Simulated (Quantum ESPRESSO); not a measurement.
# HgTe (Coloradoite) under changes of volume

One of the cells (33.215 Å³/atom); the others are scaled copies at fixed shape and fractional positions:

```
Hg Te
1.0
     0.00000    3.21450    3.21450
     3.21450    0.00000    3.21450
     3.21450    3.21450    0.00000
Hg Te
1 1
Direct
  0.00000 0.00000 0.00000
  0.75000 0.75000 0.75000
```

* Program: Quantum ESPRESSO 7.5
* Functional: r2SCAN
* Potentials or basis: SG15 PBE 1.2
* Cutoff: 952 eV
* Density cutoff: 3810 eV
* k mesh: 5 × 5 × 5
* Occupations: fermi-dirac, width 0.05 eV
* Spin: no spin polarisation

| volume (Å³/atom) | energy over the lowest point (meV/atom) | pressure (GPa) |
| --- | --- | --- |
| 31.223 | ? | ? |
| 31.887 | 53.34 | 5.4 |
| 32.551 | 33.61 | 4.1 |
| 33.215 | 18.92 | 3.0 |
| 33.880 | 8.72 | 2.0 |
| 34.544 | 2.56 | 1.0 |
| 35.208 | 0.00 | 0.2 |

Q: What does the run at 31.223 Å³/atom give?

A: Energy over the lowest point 78.72 meV/atom; pressure 6.9 GPa.

Worked out: A Birch-Murnaghan fit of order 3 (a polynomial in V^(-2/3)) to the other rows has its minimum at 35.39 Å³/atom, just outside them, with B0 = V·E''(V) = 40 GPa and B' = 4.9. It gives 78.71 meV/atom at 31.223 Å³/atom, against the run's 78.72, and -dE/dV = 6.9 GPa, against 6.9.

Energies are extrapolated to zero smearing.

Caveats: the potentials were made for another functional, which shifts forces and pressure.
